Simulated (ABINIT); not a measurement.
Ta:

```xyz
2
Lattice="2.9004 0.0000 0.0000 -1.4502 2.5118 0.0000 0.0000 0.0000 5.1663" Properties=species:S:1:pos:R:3 pbc="T T T"
Ta    0.0000    1.6745    1.2916
Ta    1.4502    0.8373    3.8747
```

This isn't the form of Ta at room conditions, which is bcc.

| Item | Value |
| --- | --- |
| Program | ABINIT 10.8.3 (patched build) |
| Task | relaxation of cell and atoms |
| Functional | PBE |
| Dispersion | D3 |
| Potentials or basis | JTH PAW PBE v2.0 |
| Cutoff | 517 eV |
| k mesh | 11 × 11 × 5 |
| Occupations | fermi-dirac, width 0.05 eV |
| Spin | no spin polarisation |

At the start: pressure -6.9 GPa; volume 18.82 Å³/atom.

Task: Where does the relaxation end?

Result: Over 4 steps the energy falls by 15.1 meV/atom and the volume is 18.15 Å³/atom (-3.5 %); space group P6_3/mmc (No. 194, to 0.05 Å).

The path:
```
step  energy change (eV)  largest force (eV/Å)  pressure (GPa)  volume (Å³)
   1              0.0000                0.0000           -6.90        37.64
   2             -0.0216                0.0000           -3.71        36.99
   3             -0.0298                0.0000            0.15        36.28
   4             -0.0302                0.0000           -0.01        36.30
```

Final structure:
```
Ta
1.0
     2.86301    0.00000    0.00000
    -1.43151    2.47944    0.00000
     0.00000    0.00000    5.11405
Ta
2
Cartesian
  0.0000 1.6530 1.2785
  1.4315 0.8265 3.8355
```

Caveat: the log and the count of SCF iterations are those of the last ABINIT call alone; pairwise dispersion overbinds metals, which lowers pressure and volume.
